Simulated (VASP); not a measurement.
# Pb (Fm-3m) in VASP: further runs, part 2 of 2

VASP 6.6.1.

## Step 6: Relaxation of cell and atoms, PBEsol

Input file INCAR:

```
SYSTEM = Pb
PREC = Accurate
ENCUT = 300
EDIFF = 1E-7
ISMEAR = 0
SIGMA = 0.1
LREAL = .FALSE.
LASPH = .TRUE.
NELM = 80
ALGO = Normal
ISIF = 3
LWAVE = .FALSE.
LCHARG = .FALSE.
GGA = PS
IBRION = 2
NSW = 90
EDIFFG = -0.005
```

Input file KPOINTS:

```
regular mesh
0
G
  14 14 14
  0 0 0
```

Input file POSCAR:

```
Pb
1.0
    0.0000000000      2.4750200000      2.4750200000
    2.4750200000      0.0000000000      2.4750200000
    2.4750200000      2.4750200000      0.0000000000
Pb
1
Direct
    0.0000000000      0.0000000000      0.0000000000
```

Potentials or basis: VASP PAW PBE potentials, release 64 (Pb_d).

Started as:

```
$ cat potpaw_PBE.64/Pb_d/POTCAR > POTCAR
$ mpirun -np 1 vasp_std > vasp.out
```

OUTCAR:

```text
SYSTEM = Pb
   PREC = Accurate
   ENCUT = 300
   EDIFF = 1E-7
   ISMEAR = 0
   LREAL = .FALSE.
   LASPH = .TRUE.
   NELM = 80
   ISIF = 3
   GGA = PS
   IBRION = 2
   NSW = 90
   EDIFFG = -0.005

 ion  position               nearest neighbor table
   1  0.000  0.000  0.000-

  LATTYP: Found a face centered cubic cell.
 ALAT       =     4.9500400000

  Lattice vectors:

 A1 = (   0.0000000000,   2.4750200000,   2.4750200000)
 A2 = (   2.4750200000,   0.0000000000,   2.4750200000)
 A3 = (   2.4750200000,   2.4750200000,   0.0000000000)

Analysis of symmetry for initial positions (statically):
=====================================================================
 Subroutine PRICEL returns:
 Original cell was already a primitive cell.

 Routine SETGRP: Setting up the symmetry group for a
 face centered cubic supercell.

 Subroutine GETGRP returns: Found 48 space group operations
 (whereof 48 operations were pure point group operations)
 out of a pool of 48 trial point group operations.

The static configuration has the point symmetry O_h .

Analysis of symmetry for dynamics (positions and initial velocities):
=====================================================================
 Subroutine PRICEL returns:
 Original cell was already a primitive cell.

 Routine SETGRP: Setting up the symmetry group for a
 face centered cubic supercell.

 Subroutine GETGRP returns: Found 48 space group operations
 (whereof 48 operations were pure point group operations)
 out of a pool of 48 trial point group operations.

The dynamic configuration has the point symmetry O_h .

 Subroutine INISYM returns: Found 48 space group operations
 (whereof 48 operations are pure point group operations),
 and found     1 'primitive' translations

----------------------------------------------------------------------------------------

                                     Primitive cell

  volume of cell :      30.3226

  direct lattice vectors                    reciprocal lattice vectors
     0.000000000  2.475020000  2.475020000    -0.202018570  0.202018570  0.202018570
     2.475020000  0.000000000  2.475020000     0.202018570 -0.202018570  0.202018570
     2.475020000  2.475020000  0.000000000     0.202018570  0.202018570 -0.202018570

  length of vectors
     3.500206851  3.500206851  3.500206851     0.349906427  0.349906427  0.349906427

  position of ions in fractional coordinates (direct lattice)
     0.000000000  0.000000000  0.000000000

  ion indices of the primitive-cell ions
   primitive index   ion index
                 1           1

----------------------------------------------------------------------------------------

 KPOINTS: regular mesh

Automatic generation of k-mesh.
 Grid dimensions read from file:
 generate k-points for:   14   14   14

 Generating k-lattice:

  Cartesian coordinates                     Fractional coordinates (reciprocal lattice)
    -0.014429898  0.014429898  0.014429898     0.071428571  0.000000000  0.000000000
     0.014429898 -0.014429898  0.014429898     0.000000000  0.071428571  0.000000000
     0.014429898  0.014429898 -0.014429898     0.000000000  0.000000000  0.071428571
[... 49 lines left out ...]
   ISTART =      0    job   : 0-new  1-cont  2-samecut
   ICHARG =      2    charge: 1-file 2-atom 10-const
   ISPIN  =      1    spin polarized calculation?
   LNONCOLLINEAR =      F non collinear calculations
   LSORBIT =      F    spin-orbit coupling
   LASPH  =      T    aspherical Exc in radial PAW
   ENCUT  =  300.0 eV  22.05 Ry    4.70 a.u.   4.94  4.94  4.94*2*pi/ulx,y,z
   NELM   =     80;   NELMIN=  2; NELMDL= -5     # of ELM steps
   EDIFF  = 0.1E-06   stopping-criterion for ELM
   LREAL  =      F    real-space projection
   EDIFFG = -.5E-02   stopping-criterion for IOM
   NSW    =     90    number of steps for IOM
   IBRION =      2    ionic relax: 0-MD 1-quasi-New 2-CG
   NFREE  =      1    steps in history (QN), initial steepest desc. (CG)
   ISIF   =      3    stress and relaxation
   ISYM   =      2    0-nonsym 1-usesym 2-fastsym
   POTIM  = 0.5000    time-step for ionic-motion
   TEBEG  =    0.0;   TEEND  =   0.0 temperature during run
   PSTRESS=    0.0 pullay stress
   NELECT =      14.0000    total number of electrons
   NUPDOWN=      -1.0000    fix difference up-down
   EMIN   =  10.00;   EMAX   =-10.00  energy-range for DOS
   EFERMI =   0.00;   METHOD = LEGACY
   ISMEAR =     0;   SIGMA  =   0.10  broadening in eV -4-tet -1-fermi 0-gaus
   EFERMI_NEDOS =   21; number of points for ismear=-14 and -15
   IALGO  =     38    algorithm
   IMIX   =      4    mixing-type and parameters
     AMIX     =   0.40;   BMIX     =  1.00
     AMIX_MAG =   1.60;   BMIX_MAG =  1.00
  volume/ion in A,a.u.               =      30.32       204.63
  Fermi-wavevector in a.u.,A,eV,Ry     =   1.265306  2.391081 21.782907  1.600999
  Thomas-Fermi vector in A             =   2.398566
   LORBIT       =      0    0 simple, 1 ext, 2 COOP (PROOUT), +10 PAW based schemes
   GGA     = PS    functional components
   LHFCALC =     F    Hartree Fock is set to
   AEXX    =    0.0000 exact exchange contribution
   IVDW    =     0    specifies the selected vdW correction
   LEPSILON=     F    determine dielectric tensor
   LRPA    =     F    only Hartree local field effects (RPA)
 conjugate gradient relaxation of ions
 non-spin polarized calculation
 Gauss-broadening in eV      SIGMA  =   0.10
  energy-cutoff  :      300.00
  volume of cell :       30.32
 maximum number of plane-waves:       370
   NGX =  9   NGY =  9   NGZ =  9

--------------------------------------- Ionic step        1  -------------------------------------------

 number of electron      14.0000009 magnetization

 Free energy of the ion-electron system (eV)
  ---------------------------------------------------
  ext. energy  EPLUGINS =         0.00000000
  ---------------------------------------------------
  free energy    TOTEN  =        -4.00575706 eV

  energy without entropy =       -4.00362425  energy(sigma->0) =       -4.00469065

------------------------ aborting loop because EDIFF is reached ----------------------------------------

  FORCE on cell =-STRESS in cart. coord.  units (eV):
  Direction    XX          YY          ZZ          XY          YZ          ZX
  --------------------------------------------------------------------------------------
  -------------------------------------------------------------------------------------
  Total       -0.2039356     -0.2039356     -0.2039356      0.0000000     -0.0000000      0.0000000
  in kB      -10.7755036    -10.7755036    -10.7755036      0.0000000     -0.0000000      0.0000000
  external PRESSURE =     -10.7755036 kB  Pullay stress =       0.0000000 kB
[... 57 lines left out ...]
--------------------------------------- Ionic step        3  -------------------------------------------

 number of electron      14.0000010 magnetization

 Free energy of the ion-electron system (eV)
  ---------------------------------------------------
  ext. energy  EPLUGINS =         0.00000000
  ---------------------------------------------------
  free energy    TOTEN  =        -4.00816967 eV

  energy without entropy =       -4.00615340  energy(sigma->0) =       -4.00716154

 E-fermi :   7.4060     XC(G=0): -10.4546

 val. band max:        7.3942991881   @ k =  -0.2857   0.2857   0.0714
 cond. band min:       7.4346263068   @ k =   0.3571   0.2143   0.0000
 fundamental gap:      0.0403271187
 Fermi energy:         7.4059705718

 k-point     1 :       0.0000    0.0000    0.0000
  band No.  band energies     occupation
      1      -9.6249      2.00000
      2      -9.6249      2.00000
      3      -9.6249      2.00000
      4      -9.4715      2.00000
      5      -9.4715      2.00000
      6      -4.5665      2.00000
      7      14.9609      0.00000
      8      14.9609      0.00000
      9      14.9609      0.00000
     10      17.1434      0.00000
     11      18.9807      0.00000
[... 309 lines left out ...]
 k-point    24 :       0.2857    0.1429    0.0000
  band No.  band energies     occupation
      1      -9.6705      2.00000
      2      -9.5632      2.00000
      3      -9.5320      2.00000
      4      -9.4873      2.00000
      5      -9.3982      2.00000
      6      -3.0935      2.00000
      7       8.6569      0.00000
      8      12.1869      0.00000
      9      12.4659      0.00000
     10      15.8534      0.00000
     11      17.5019      0.00000

 [... further k-points ...]

------------------------ aborting loop because EDIFF is reached ----------------------------------------

  FORCE on cell =-STRESS in cart. coord.  units (eV):
  Direction    XX          YY          ZZ          XY          YZ          ZX
  --------------------------------------------------------------------------------------
  -------------------------------------------------------------------------------------
  Total        0.0000994      0.0000994      0.0000994      0.0000000      0.0000000      0.0000000
  in kB        0.0053758      0.0053758      0.0053758      0.0000000      0.0000000      0.0000000
  external PRESSURE =       0.0053758 kB  Pullay stress =       0.0000000 kB
[... 16 lines left out ...]
  FREE ENERGIE OF THE ION-ELECTRON SYSTEM (eV)
  ---------------------------------------------------
  free  energy   TOTEN  =        -4.0081696738 eV

  energy  without entropy=       -4.0061533967  energy(sigma->0) =       -4.00716154

 reached required accuracy - stopping structural energy minimisation
```

OSZICAR:

```text
N       E                     dE             d eps       ncg     rms          rms(c)
DAV:   1     0.851180318849E+02    0.85118E+02   -0.55372E+03  2355   0.988E+02
DAV:   2    -0.563659218001E+00   -0.85682E+02   -0.84075E+02  2348   0.276E+02
DAV:   3    -0.395787839718E+01   -0.33942E+01   -0.33707E+01  2729   0.647E+01
[... 23 lines left out ...]
DAV:   4    -0.400816996939E+01    0.39991E-05   -0.34000E-05  2396   0.618E-02    0.618E-03
DAV:   5    -0.400816970570E+01    0.26369E-06   -0.17982E-05  2353   0.399E-02    0.356E-03
DAV:   6    -0.400816951553E+01    0.19018E-06   -0.10275E-06  2654   0.179E-02    0.456E-04
DAV:   7    -0.400816965868E+01   -0.14316E-06   -0.42185E-08  1364   0.254E-03    0.118E-04
DAV:   8    -0.400816967379E+01   -0.15106E-07   -0.41594E-09  1177   0.783E-04
   3 F= -.40081697E+01 E0= -.40071615E+01  d E =-.241262E-02
```

CONTCAR:

```text
Pb
   1.00000000000000
    -0.0000000000000000    2.4557738596502312    2.4557738596502312
     2.4557738596502312   -0.0000000000000000    2.4557738596502312
     2.4557738596502312    2.4557738596502312    0.0000000000000000
  Pb
     1
Direct
     0.0000000000000000    0.0000000000000000    0.0000000000000000

  0.00000000E+00  0.00000000E+00  0.00000000E+00
```

Wall time 43 s (1 thread of Intel Xeon Platinum 8488C (Sapphire Rapids), shared host); peak memory 0.13 GiB.

Results:

```yaml
Free_energy: -4.0082 eV
Relaxed_volume: 29.62 Å³/atom
Relaxed_cell: a = 3.473 Å, b = 3.473 Å, c = 3.473 Å, α = 60.00°, β = 60.00°, γ = 60.00°
Space_group_after_relaxing_to_0.05_Å: Fm-3m (No. 225)
Energy_gained_by_relaxing: 2.4 meV/atom
Ionic_steps: 3
Pressure_after_relaxing: 0.0 GPa
Band_gap_on_the_k_mesh: none (metal or under the smearing width)
```

The path:
```
step  energy change (eV)  largest force (eV/Å)  pressure (GPa)  volume (Å³)
   1              0.0000                0.0000           -1.08        30.32
   2             -0.0022                0.0000            0.31        29.44
   3             -0.0024                0.0000            0.00        29.62
```

Final structure:
```xyz
1
Lattice="0.0000 2.4558 2.4558 2.4558 0.0000 2.4558 2.4558 2.4558 0.0000" Properties=species:S:1:pos:R:3 pbc="T T T"
Pb    0.0000    0.0000    0.0000
```

Caveat: the PAW data sets were made with another functional, which shifts forces and pressure a little.

## Step 7: Overview

```csv
level,potentials or basis,cutoff (eV),gap on the mesh (eV),pressure (GPa),relaxed volume (Å³/atom)
PBEsol,"VASP PAW PBE potentials, release 64 (Pb_d)",600,none,0.0,30.04
LDA,"VASP PAW LDA potentials, release 64 (Pb_d)",600,none,0.0,29.16
PBE,"VASP PAW PBE potentials, release 64 (Pb_d)",600,none,0.0,32.00
PBE+D3(BJ),"VASP PAW PBE potentials, release 64 (Pb_d)",600,none,0.0,30.48
PBEsol,"VASP PAW PBE potentials, release 64 (Pb_d)",300,none,0.0,29.62
```

Alike in all rows: task relaxation of cell and atoms; no spin polarisation; cell relaxed; k mesh 14 × 14 × 14; smearing gaussian 0.1 eV.

Caveats: the PAW data sets were made with another functional, which shifts forces and pressure a little (some runs); pairwise dispersion overbinds metals, which lowers pressure and volume (some runs).

Total energies depend on the potentials used, so only differences within one code and one set of settings carry meaning.
